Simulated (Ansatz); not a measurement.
The system is NiO2.

```
Ni O
1.0
     2.91215    0.00000    0.00000
    -1.45608    2.52200    0.00000
     0.00000    0.00000   10.55527
Ni O
2 4
Direct
  0.00000 0.00000 0.50000
  0.00000 0.00000 0.00000
  0.33333 0.66667 0.58908
  0.33333 0.66667 0.91092
  0.66667 0.33333 0.41092
  0.66667 0.33333 0.08908
```

The cell comes from a database or a generator and needn't be the stable form of this composition.

Base run:

```yaml
Program: Ansatz 0.2.0
Functional: PBEsol
Potentials_or_basis: Ansatz PAW
Cutoff: 420 eV
Density_cutoff: 1680 eV
k_mesh: 10 × 10 × 3
Occupations: fermi-dirac, width 0.05 eV
Spin: collinear spin, ferromagnetic start
Starting_moments: "[1.0, 1.0, 0.0, 0.0, 0.0, 0.0] μB"
Hubbard_terms: Ni d U = 8 eV
```

Its results: band gap on the k mesh 0.07 eV, direct; pressure -3.3 GPa; net moment 0.00 μB per cell; site moments Ni +1.09; O -0.51 μB; largest force 0.158 eV/Å.

Task: The run is repeated on the same cell with these changes: hubbard terms from Ni d U = 8 eV to Ni d U = 6 eV. What comes out?

Result: Band gap on the k mesh 0.54 eV, indirect (least direct gap 0.69 eV); pressure -11.4 GPa; net moment 0.00 μB per cell; site moments Ni +0.60; O -0.28 μB; largest force 0.673 eV/Å.

Caveats: the magnetic or orbital state may not be the lowest; odd divisions of the mesh miss points on the zone boundary, where band edges often lie, so the gap on the mesh can be too wide; the PAW data sets come from PBE, with cores solved anew for the run's functional, which leaves a small shift of forces and pressure; the density of states is complete only up to the lowest level of the last band computed.

A k mesh can miss the band edges.

Not every run made on this cell is shown here.
